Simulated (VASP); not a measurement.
**VASP inputs for KI (rocksalt)**

INCAR

```
NELM = 120
LCHARG = .FALSE.
NSW = 0
IBRION = -1
LREAL = .FALSE.
PREC = Accurate
ISMEAR = 0
ENCUT = 520
EDIFF = 1E-7
LASPH = .TRUE.
NBANDS = 15
ISIF = 2
GGA = CA
LWAVE = .FALSE.
SIGMA = 0.01
```

KPOINTS

```
KPOINTS created by Atomic Simulation Environment
0
Gamma
6 6 6
0 0 0
```

KPOINTS_OPT

```
special points
6
Reciprocal
0.0000000000 0.0000000000 0.0000000000 1
0.5000000000 0.0000000000 0.5000000000 1
0.5000000000 0.2500000000 0.7500000000 1
0.3750000000 0.3750000000 0.7500000000 1
0.5000000000 0.5000000000 0.5000000000 1
0.6250000000 0.2500000000 0.6250000000 1
```

POSCAR

```
K  I
 1.0000000000000000
    -0.0000000000000000    3.5442849964056475    3.5442849964056475
     3.5442849964056475   -0.0000000000000000    3.5442849964056475
     3.5442849964056475    3.5442849964056475   -0.0000000000000000
 K   I
   1   1
Cartesian
 -0.0000000000000000 -0.0000000000000000 -0.0000000000000000
  3.5442849964056471  3.5442849964056471  3.5442849964056471
```

VASP ran with the recommended LDA PAW datasets (16 valence electrons in the cell).

Problem. Estimate the main results of this run.

Solution. gap between bands v and c 3.59 eV; least direct gap 3.59 eV; pressure -1.4 GPa.

Band v is the last that the valence electrons fill when counted band by band, and c is the next. Levels in eV from the top of v:

| point | v−1 | v | c | c+1 |
| --- | --- | --- | --- | --- |
| Γ | 0.00 | 0.00 | 3.59 | 6.29 |
| X | -0.37 | -0.37 | 4.70 | 5.46 |
| W | -0.75 | -0.62 | 6.22 | 6.22 |
| K | -0.78 | -0.39 | 5.37 | 6.34 |
| L | -0.34 | -0.34 | 5.24 | 7.41 |
